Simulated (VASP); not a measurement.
# ZnAu (Pm-3m) in VASP: a series of runs

The runs below take ZnAu through single point, with PBE.

Program: VASP 6.6.1. These are calculated values, not measurements. Logs are shortened: lines on timing, memory, paths and dates and some standing lists are left out, and cuts for length are marked.

**1. Starting point**

Symmetry: Pm-3m, No. 221, cubic system. The conventional cell has a = 3.147 Å, b = 3.147 Å, c = 3.147 Å, α = 90.00°, β = 90.00°, γ = 90.00°. Au (site symmetry m-3m) is surrounded by 8 Zn at 2.73 Å. Zn (site symmetry m-3m) has 8 Au at 2.73 Å as nearest neighbours.

**2. Single point, PBE**

INCAR reads:

```
SYSTEM = ZnAu
PREC     = Accurate       ! precision mode
ENCUT    = 400            ! plane-wave cutoff, eV
EDIFF    = 1E-6           ! SCF threshold, eV
ISMEAR   = 0              ! smearing method
SIGMA    = 0.2            ! smearing width, eV
LREAL    = .FALSE.        ! projectors in reciprocal space
LASPH    = .TRUE.         ! aspherical terms in the spheres
NELM     = 100            ! most SCF steps
ALGO     = Normal         ! electronic algorithm
ISIF     = 2              ! what is computed and relaxed
LWAVE    = .FALSE.        ! write WAVECAR
LCHARG   = .FALSE.        ! write CHGCAR
GGA      = PE             ! functional
NBANDS   = 18             ! bands
ADDGRID  = .FALSE.
```

KPOINTS reads:

```
regular mesh
0
G
  18 18 18
  0 0 0
```

POSCAR reads:

```
ZnAu
1.0
    3.1470000000      0.0000000000      0.0000000000
    0.0000000000      3.1470000000      0.0000000000
    0.0000000000      0.0000000000      3.1470000000
Au Zn
1 1
Direct
    0.0000000000      0.0000000000      0.0000000000
    0.5000000000      0.5000000000      0.5000000000
```

Potentials or basis: VASP PAW PBE potentials, release 64 (Au, Zn).

Run with:

```console
> cat potpaw_PBE.64/Au/POTCAR potpaw_PBE.64/Zn/POTCAR > POTCAR
> mpirun -np 1 vasp_std > vasp.out
```

OUTCAR:

```text
SYSTEM = ZnAu
   PREC = Accurate
   ENCUT = 400
   EDIFF = 1E-6
   ISMEAR = 0
   LREAL = .FALSE.
   LASPH = .TRUE.
   NELM = 100
   ISIF = 2
   GGA = PE

 Found    220 irreducible k-points:

 Following reciprocal coordinates:
            Coordinates               Weight
  0.000000  0.000000  0.000000      1.000000
  0.055556  0.000000  0.000000      6.000000
  0.111111  0.000000  0.000000      6.000000
  0.166667  0.000000  0.000000      6.000000
  0.222222  0.000000  0.000000      6.000000
  0.277778  0.000000  0.000000      6.000000
   k-points           NKPTS =    220   k-points in BZ     NKDIM =    220   number of bands    NBANDS=     18
   number of dos      NEDOS =    301   number of ions     NIONS =      2
   total plane-waves  NPLWV =  13824
   dimension x,y,z NGX =    24 NGY =   24 NGZ =   24
   dimension x,y,z NGXF=    48 NGYF=   48 NGZF=   48
   ions per type =               1   1
   NGX,Y,Z   is equivalent  to a cutoff of  12.68, 12.68, 12.68 a.u.
   NGXF,Y,Z  is equivalent  to a cutoff of  25.36, 25.36, 25.36 a.u.
 SYSTEM =  ZnAu
   PREC   = accura    normal or accurate (medium, high low for compatibility)
   ISTART =      0    job   : 0-new  1-cont  2-samecut
   ICHARG =      2    charge: 1-file 2-atom 10-const
   ISPIN  =      1    spin polarized calculation?
   LNONCOLLINEAR =      F non collinear calculations
   LSORBIT =      F    spin-orbit coupling
   LASPH  =      T    aspherical Exc in radial PAW
   ENCUT  =  400.0 eV  29.40 Ry    5.42 a.u.   5.13  5.13  5.13*2*pi/ulx,y,z
   NELM   =    100;   NELMIN=  2; NELMDL= -5     # of ELM steps
   EDIFF  = 0.1E-05   stopping-criterion for ELM
[... 8 lines left out ...]
   TEBEG  =    0.0;   TEEND  =   0.0 temperature during run
   PSTRESS=    0.0 pullay stress
   NELECT =      23.0000    total number of electrons
   NUPDOWN=      -1.0000    fix difference up-down
   EMIN   =  10.00;   EMAX   =-10.00  energy-range for DOS
   EFERMI =   0.00;   METHOD = LEGACY
   ISMEAR =     0;   SIGMA  =   0.20  broadening in eV -4-tet -1-fermi 0-gaus
   EFERMI_NEDOS =   21; number of points for ismear=-14 and -15
   IALGO  =     38    algorithm
   IMIX   =      4    mixing-type and parameters
     AMIX     =   0.40;   BMIX     =  1.00
     AMIX_MAG =   1.60;   BMIX_MAG =  1.00
  volume/ion in A,a.u.               =      15.58       105.16
  Fermi-wavevector in a.u.,A,eV,Ry     =   1.479406  2.795672 29.778283  2.188642
  Thomas-Fermi vector in A             =   2.593568
   LORBIT       =      0    0 simple, 1 ext, 2 COOP (PROOUT), +10 PAW based schemes
   GGA     = PE    functional components
   LHFCALC =     F    Hartree Fock is set to
   AEXX    =    0.0000 exact exchange contribution
   IVDW    =     0    specifies the selected vdW correction
   LEPSILON=     F    determine dielectric tensor
   LRPA    =     F    only Hartree local field effects (RPA)
 non-spin polarized calculation
 Gauss-broadening in eV      SIGMA  =   0.20
  energy-cutoff  :      400.00
  volume of cell :       31.17
 maximum number of plane-waves:       587
 NGX is ok and might be reduce to    24
   NGX = 11   NGY = 11   NGZ = 11

 number of electron      23.0000000 magnetization

 Free energy of the ion-electron system (eV)
  ---------------------------------------------------
  ext. energy  EPLUGINS =         0.00000000
  ---------------------------------------------------
  free energy    TOTEN  =        -4.73498296 eV

  energy without entropy =       -4.72586998  energy(sigma->0) =       -4.73042647

 E-fermi :   7.1376     XC(G=0): -12.3784

 val. band max:        7.1126308548   @ k =   0.5000   0.3889   0.3333
 cond. band min:       7.1427411173   @ k =   0.2778   0.0556   0.0000
 fundamental gap:      0.0301102625
 Fermi energy:         7.1375547824

 k-point     1 :       0.0000    0.0000    0.0000
  band No.  band energies     occupation
      1      -3.5231      2.00000
      2      -1.0293      2.00000
      3      -1.0293      2.00000
      4      -0.3375      2.00000
      5      -0.3375      2.00000
      6      -0.3375      2.00000
[... 10 lines left out ...]
     17      19.2294      0.00000
     18      25.4026      0.00000

 k-point     2 :       0.0556    0.0000    0.0000
  band No.  band energies     occupation
      1      -3.4681      2.00000
      2      -1.0172      2.00000
      3      -1.0126      2.00000
      4      -0.3380      2.00000
      5      -0.3380      2.00000
      6      -0.3329      2.00000
[... 10 lines left out ...]
     17      19.4782      0.00000
     18      25.3460      0.00000

 k-point     3 :       0.1111    0.0000    0.0000
  band No.  band energies     occupation
      1      -3.3044      2.00000
      2      -0.9817      2.00000
      3      -0.9654      2.00000
      4      -0.3397      2.00000
      5      -0.3397      2.00000
      6      -0.3195      2.00000
[... 10 lines left out ...]
     17      20.2723      0.00000
     18      25.2064      0.00000

 k-point     4 :       0.1667    0.0000    0.0000
  band No.  band energies     occupation
      1      -3.0366      2.00000
      2      -0.9255      2.00000
      3      -0.8931      2.00000
      4      -0.3420      2.00000
      5      -0.3420      2.00000
      6      -0.2986      2.00000
[... 10 lines left out ...]
     17      21.5613      0.00000
     18      24.9412      0.00000

 k-point     5 :       0.2222    0.0000    0.0000
  band No.  band energies     occupation
      1      -2.6729      2.00000
      2      -0.8535      2.00000
      3      -0.8058      2.00000
      4      -0.3439      2.00000
      5      -0.3439      2.00000
      6      -0.2730      2.00000
[... 10 lines left out ...]
     17      23.0237      0.00000
     18      24.0722      0.00000

 k-point     6 :       0.2778    0.0000    0.0000
  band No.  band energies     occupation
      1      -2.2271      2.00000
      2      -0.7724      2.00000
      3      -0.7142      2.00000
      4      -0.3449      2.00000
      5      -0.3449      2.00000
      6      -0.2452      2.00000
[... 10 lines left out ...]
     17      22.8190      0.00000
     18      22.9565      0.00000

 [... further k-points ...]
[... 5 lines left out ...]
  --------------------------------------------------------------------------------------
  -------------------------------------------------------------------------------------
  Total        0.9239284      0.9239284      0.9239284      0.0000000      0.0000000     -0.0000000
  in kB       47.4961763     47.4961763     47.4961763      0.0000000      0.0000000     -0.0000000
  external PRESSURE =      47.4961763 kB  Pullay stress =       0.0000000 kB

 VOLUME and BASIS-vectors are now :
 -----------------------------------------------------------------------------
  energy-cutoff  :      400.00
  volume of cell :       31.17
      direct lattice vectors                 reciprocal lattice vectors
     3.147000000  0.000000000  0.000000000     0.317762949  0.000000000  0.000000000
     0.000000000  3.147000000  0.000000000     0.000000000  0.317762949  0.000000000
     0.000000000  0.000000000  3.147000000     0.000000000  0.000000000  0.317762949

 POSITION                                       TOTAL-FORCE (eV/Angst)
 -----------------------------------------------------------------------------------
      0.00000      0.00000      0.00000         0.000000      0.000000      0.000000
      1.57350      1.57350      1.57350         0.000000      0.000000      0.000000
 -----------------------------------------------------------------------------------
    total drift:                                0.000000      0.000000     -0.000000

  FREE ENERGIE OF THE ION-ELECTRON SYSTEM (eV)
  ---------------------------------------------------
  free  energy   TOTEN  =        -4.7349829591 eV

  energy  without entropy=       -4.7258699783  energy(sigma->0) =       -4.73042647
```

OSZICAR:

```text
N       E                     dE             d eps       ncg     rms          rms(c)
DAV:   1     0.112761064567E+03    0.11276E+03   -0.97921E+03  8280   0.138E+03
DAV:   2    -0.759524021918E+00   -0.11352E+03   -0.10852E+03  8074   0.274E+02
DAV:   3    -0.515462267999E+01   -0.43951E+01   -0.43685E+01  8764   0.609E+01
DAV:   4    -0.519050548093E+01   -0.35883E-01   -0.35873E-01  8528   0.490E+00
DAV:   5    -0.519091509128E+01   -0.40961E-03   -0.40961E-03  8510   0.564E-01    0.854E+00
DAV:   6    -0.476928311992E+01    0.42163E+00   -0.11943E+00  8448   0.119E+01    0.541E+00
DAV:   7    -0.474309540550E+01    0.26188E-01   -0.30665E-02 10458   0.365E+00    0.286E+00
DAV:   8    -0.473497829679E+01    0.81171E-02   -0.95995E-03  8160   0.990E-01    0.158E-01
DAV:   9    -0.473497218609E+01    0.61107E-05   -0.27622E-04  9456   0.303E-01    0.754E-02
DAV:  10    -0.473498216700E+01   -0.99809E-05   -0.42614E-05  8394   0.634E-02    0.190E-02
DAV:  11    -0.473498323075E+01   -0.10638E-05   -0.19158E-06  7472   0.178E-02    0.497E-03
DAV:  12    -0.473498295913E+01    0.27163E-06   -0.13271E-07  4242   0.951E-03
   1 F= -.47349830E+01 E0= -.47304265E+01  d E =-.911298E-02
```

It took 2.1 min on 1 thread of AMD EPYC, shared host; peak memory 0.18 GiB.

These settings aren't checked as converged: the numbers below hold their error.

Results:

- Free energy: -4.7350 eV
- Pressure: 4.7 GPa
- Band gap on the k mesh: none (metal or under the smearing width)

**3. Single point, PBE**

INCAR, as its differences from that of step 2:

```diff
@@ -2,3 +2,3 @@
 PREC     = Accurate       ! precision mode
-ENCUT    = 400            ! plane-wave cutoff, eV
+ENCUT    = 600            ! plane-wave cutoff, eV
 EDIFF    = 1E-6           ! SCF threshold, eV
```

KPOINTS reads:

```
regular mesh
0
G
  15 15 15
  0 0 0
```

POSCAR is that of step 2.

Potentials or basis: VASP PAW PBE potentials, release 64 (Au, Zn).

Run with:

```console
> cat potpaw_PBE.64/Au/POTCAR potpaw_PBE.64/Zn/POTCAR > POTCAR
> mpirun -np 1 vasp_std > vasp.out
```

Wall time 1.8 min (1 thread of AMD EPYC, shared host); peak memory 0.19 GiB.

The run converged, but some of its settings lie outside the range that counts as converged, so its numbers aren't taken as properties of the crystal.

What came out:

- Free energy: -4.7368 eV
- Pressure: 5.0 GPa
- Band gap on the k mesh: none (metal or under the smearing width)

**4. Single point, PBE**

INCAR, as its differences from that of step 3:

```diff
@@ -2,3 +2,3 @@
 PREC     = Accurate       ! precision mode
-ENCUT    = 600            ! plane-wave cutoff, eV
+ENCUT    = 500            ! plane-wave cutoff, eV
 EDIFF    = 1E-6           ! SCF threshold, eV
```

KPOINTS reads:

```
regular mesh
0
G
  18 18 18
  0 0 0
```

POSCAR is that of step 3.

Run with:

```console
> cat potpaw_PBE.64/Au/POTCAR potpaw_PBE.64/Zn/POTCAR > POTCAR
> mpirun -np 1 vasp_std > vasp.out
```

It took 2.1 min on 1 thread of AMD EPYC, shared host; peak memory 0.21 GiB.

The run converged, but some of its settings lie outside the range that counts as converged, so its numbers aren't taken as properties of the crystal.

Results:

- Free energy: -4.7362 eV
- Pressure: 5.0 GPa
- Band gap on the k mesh: none (metal or under the smearing width)

**5. For comparison**

An earlier run on the cell as given: functional PBE; potentials or basis VASP PAW PBE potentials, release 64 (Au, Zn); cutoff 520 eV; k mesh 8 × 8 × 8; occupations fermi-dirac, width 0.05 eV; no spin polarisation.

- Pressure: 5.2 GPa
- Band gap on the k mesh: none (metal or under the smearing width)
